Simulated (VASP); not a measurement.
# Li (I4/mmm) in VASP: notebook, part 2 of 2

VASP 6.6.1.

### Step 4. Single point, LDA (strain +0.000 along x and y, -0.080 along z, atoms carried along)

The input, INCAR:

```
PREC     = Accurate       # precision mode
ENCUT    = 520            # plane-wave cutoff, eV
EDIFF    = 1E-7           # SCF threshold, eV
ISMEAR   = 0              # smearing method
SIGMA    = 0.15           # smearing width, eV
LREAL    = False          # projectors in reciprocal space
LASPH    = True           # aspherical terms in the spheres
NELM     = 100            # most SCF steps
ALGO     = Fast           # electronic algorithm
ISIF     = 2              # what is computed and relaxed
LWAVE    = False          # write WAVECAR
LCHARG   = False          # write CHGCAR
NBANDS   = 8              # bands
```

The input, KPOINTS:

```
Automatic mesh
0
Gamma
  20 20 20
```

The input, POSCAR:

```
Li
1.0
   -1.7500000000      1.7500000000      1.6100000000
    1.7500000000     -1.7500000000      1.6100000000
    1.7500000000      1.7500000000     -1.6100000000
Li
1
Direct
    0.0000000000      0.0000000000      0.0000000000
```

Potentials or basis: VASP PAW LDA potentials, release 64 (Li_sv).

Command:

```bash
> cat potpaw_LDA.64/Li_sv/POTCAR > POTCAR
> mpirun -np 1 vasp_std > vasp.out
```

OUTCAR:

```text
PREC = Accurate
   ENCUT = 520
   EDIFF = 1E-7
   ISMEAR = 0
   LREAL = False
   LASPH = True
   NELM = 100
   ISIF = 2

 ion  position               nearest neighbor table
   1  0.000  0.000  0.000-

  LATTYP: Found a body centered tetragonal cell.
 ALAT       =     3.5000000000
 C/A-ratio  =     0.9200000000

  Lattice vectors:

 A1 = (  -1.7500000000,   1.7500000000,   1.6100000000)
 A2 = (   1.7500000000,  -1.7500000000,   1.6100000000)
 A3 = (   1.7500000000,   1.7500000000,  -1.6100000000)

Analysis of symmetry for initial positions (statically):
=====================================================================
 Subroutine PRICEL returns:
 Original cell was already a primitive cell.

 Routine SETGRP: Setting up the symmetry group for a
 body centered tetragonal supercell.

 Subroutine GETGRP returns: Found 16 space group operations
 (whereof 16 operations were pure point group operations)
 out of a pool of 16 trial point group operations.

The static configuration has the point symmetry D_4h.

[... 161 lines left out ...]
 E-fermi :   0.6828     XC(G=0):  -7.2135

 val. band max:        0.6615461603   @ k =   0.3000   0.1500   0.0500
 cond. band min:       0.6843623316   @ k =  -0.2500   0.4000   0.2000
 fundamental gap:      0.0228161713
 Fermi energy:         0.6827933471

 k-point     1 :       0.0000    0.0000    0.0000
  band No.  band energies     occupation
      1     -44.9135      2.00000
      2      -2.8497      2.00000
      3      15.0137      0.00000
      4      15.0137      0.00000
      5      15.6870      0.00000
      6      19.0633      0.00000
      7      20.5513      0.00000
      8      21.1728      0.00000
[... 243 lines left out ...]
 k-point    24 :      -0.3500    0.0500    0.0000
  band No.  band energies     occupation
      1     -44.8952      2.00000
      2      -0.8021      2.00000
      3       7.6603      0.00000
      4      11.0739      0.00000
      5      12.4473      0.00000
      6      15.5926      0.00000
      7      17.7785      0.00000
      8      22.2504      0.00000

 [... further k-points ...]

------------------------ aborting loop because EDIFF is reached ----------------------------------------

  FORCE on cell =-STRESS in cart. coord.  units (eV):
  Direction    XX          YY          ZZ          XY          YZ          ZX
  --------------------------------------------------------------------------------------
  -------------------------------------------------------------------------------------
  Total       -0.0877197     -0.0877197     -0.0542209      0.0000000     -0.0000000      0.0000000
  in kB       -7.1259990     -7.1259990     -4.4046931      0.0000000     -0.0000000      0.0000000
  external PRESSURE =      -6.2188970 kB  Pullay stress =       0.0000000 kB

 VOLUME and BASIS-vectors are now :
 -----------------------------------------------------------------------------
  energy-cutoff  :      520.00
  volume of cell :       19.72
      direct lattice vectors                 reciprocal lattice vectors
    -1.750000000  1.750000000  1.610000000     0.000000000  0.285714286  0.310559006
     1.750000000 -1.750000000  1.610000000     0.285714286  0.000000000  0.310559006
     1.750000000  1.750000000 -1.610000000     0.285714286  0.285714286  0.000000000

 POSITION                                       TOTAL-FORCE (eV/Angst)
 -----------------------------------------------------------------------------------
      0.00000      0.00000      0.00000         0.000000      0.000000     -0.000000
 -----------------------------------------------------------------------------------
    total drift:                                0.000000      0.000000     -0.000000

  FREE ENERGIE OF THE ION-ELECTRON SYSTEM (eV)
  ---------------------------------------------------
  free  energy   TOTEN  =        -2.0457948437 eV

  energy  without entropy=       -2.0406872458  energy(sigma->0) =       -2.04324104
```

OSZICAR:

```text
N       E                     dE             d eps       ncg     rms          rms(c)
DAV:   1    -0.222035385639E+00   -0.22204E+00   -0.70874E+02 10360   0.256E+02
DAV:   2    -0.201912809825E+01   -0.17971E+01   -0.17513E+01 15176   0.347E+01
DAV:   3    -0.204688834433E+01   -0.27760E-01   -0.27729E-01 11400   0.321E+00
DAV:   4    -0.204719795044E+01   -0.30961E-03   -0.30958E-03 15536   0.307E-01
DAV:   5    -0.204719876094E+01   -0.81050E-06   -0.81051E-06 11800   0.120E-02    0.208E-01
RMM:   6    -0.204624028011E+01    0.95848E-03   -0.16093E-04 14788   0.740E-02    0.124E-01
RMM:   7    -0.204576853452E+01    0.47175E-03   -0.81234E-04 16459   0.151E-01    0.262E-02
RMM:   8    -0.204578598057E+01   -0.17446E-04   -0.84293E-05 16581   0.602E-02    0.476E-03
RMM:   9    -0.204579175864E+01   -0.57781E-05   -0.39286E-05 16919   0.408E-02    0.408E-03
RMM:  10    -0.204579448991E+01   -0.27313E-05   -0.15201E-05 16946   0.269E-02    0.980E-03
RMM:  11    -0.204579497880E+01   -0.48890E-06   -0.52340E-06 16181   0.169E-02    0.803E-03
RMM:  12    -0.204579493261E+01    0.46192E-07   -0.17449E-06 14512   0.975E-03    0.561E-03
RMM:  13    -0.204579484371E+01    0.88899E-07   -0.55252E-07 12704   0.556E-03
   1 F= -.20457948E+01 E0= -.20432410E+01  d E =-.510760E-02
```

stdout:

```text
POSCAR found type information on POSCAR Li
 POSCAR found :  1 types and       1 ions
 scaLAPACK will be used
 LDA part: xc-table for (Slater(with rela. corr.)+CA(PZ))
 , standard interpolation
 POSCAR, INCAR and KPOINTS ok, starting setup
 FFT: planning ... GRIDC
 FFT: planning ... GRID_SOFT
 FFT: planning ... GRID
 WAVECAR not read
 entering main loop
WARNING in EDDRMM: call to ZHEGV failed, returncode =   6  3      2
WARNING in EDDRMM: call to ZHEGV failed, returncode =   8  4      4
WARNING in EDDRMM: call to ZHEGV failed, returncode =   6  3      3
WARNING in EDDRMM: call to ZHEGV failed, returncode =   6  3      2
WARNING in EDDRMM: call to ZHEGV failed, returncode =   8  4      6
WARNING in EDDRMM: call to ZHEGV failed, returncode =   8  4      8
WARNING in EDDRMM: call to ZHEGV failed, returncode =   6  3      4
WARNING in EDDRMM: call to ZHEGV failed, returncode =   6  3      3
WARNING in EDDRMM: call to ZHEGV failed, returncode =   6  3      4
WARNING in EDDRMM: call to ZHEGV failed, returncode =   6  3      7
[... 4 lines left out ...]
WARNING in EDDRMM: call to ZHEGV failed, returncode =   6  3      4
WARNING in EDDRMM: call to ZHEGV failed, returncode =   6  3      4
WARNING in EDDRMM: call to ZHEGV failed, returncode =   8  4      3
WARNING in EDDRMM: call to ZHEGV failed, returncode =   8  4      7
WARNING in EDDRMM: call to ZHEGV failed, returncode =   6  3      2
WARNING in EDDRMM: call to ZHEGV failed, returncode =   6  3      2
WARNING in EDDRMM: call to ZHEGV failed, returncode =   6  3      3
WARNING in EDDRMM: call to ZHEGV failed, returncode =   6  3      6
WARNING in EDDRMM: call to ZHEGV failed, returncode =   8  4      7
WARNING in EDDRMM: call to ZHEGV failed, returncode =   6  3      8
```

Run time: 42 s. Hardware: 1 thread of Intel Xeon Platinum 8488C (Sapphire Rapids), shared host; peak memory 0.18 GiB.

Results:

```yaml
Free_energy: -2.0458 eV
Band_gap_on_the_k_mesh: none (metal or under the smearing width)
```

Levels at points of the mesh, in eV from the Fermi level:
| k point | band 1 | band 2 | band 3 | band 4 | band 5 | band 6 | band 7 |
| --- | --- | --- | --- | --- | --- | --- | --- |
| (0.00, 0.00, 0.00) | -45.60 | -3.53 | 14.33 | 14.33 | 15.00 | 18.38 | 19.87 |
| (0.50, 0.00, 0.00) | -45.57 | 0.37 | 3.58 | 10.04 | 11.41 | 13.39 | 17.19 |
| (0.50, 0.50, 0.00) | -45.57 | -0.03 | 3.06 | 11.21 | 13.00 | 15.09 | 18.02 |
| (0.50, 0.50, 0.50) | -45.56 | 4.93 | 4.93 | 6.84 | 7.39 | 8.44 | 14.09 |

Caveat: the cutoff is under 1.25 times the usual one of these potentials, so pressure, stress and relaxed cells hold a basis-set (Pulay) error.

### Step 5. Summary

```tsv
cell	gap on the mesh (eV)
strain -0.080 along x and y, +0.080 along z, atoms carried along	none
strain +0.080 along x and y, +0.000 along z, atoms carried along	none
strain +0.000 along x and y, -0.080 along z, atoms carried along	none
```

Alike in all rows: task single point; level LDA; potentials or basis VASP PAW LDA potentials, release 64 (Li_sv); no spin polarisation; k mesh 20 × 20 × 20; cutoff (eV) 520; smearing gaussian 0.15 eV.

Caveats: the cutoff is under 1.25 times the usual one of these potentials, so pressure, stress and relaxed cells hold a basis-set (Pulay) error.

Total energies depend on the potentials used, so only differences within one code and one set of settings carry meaning.
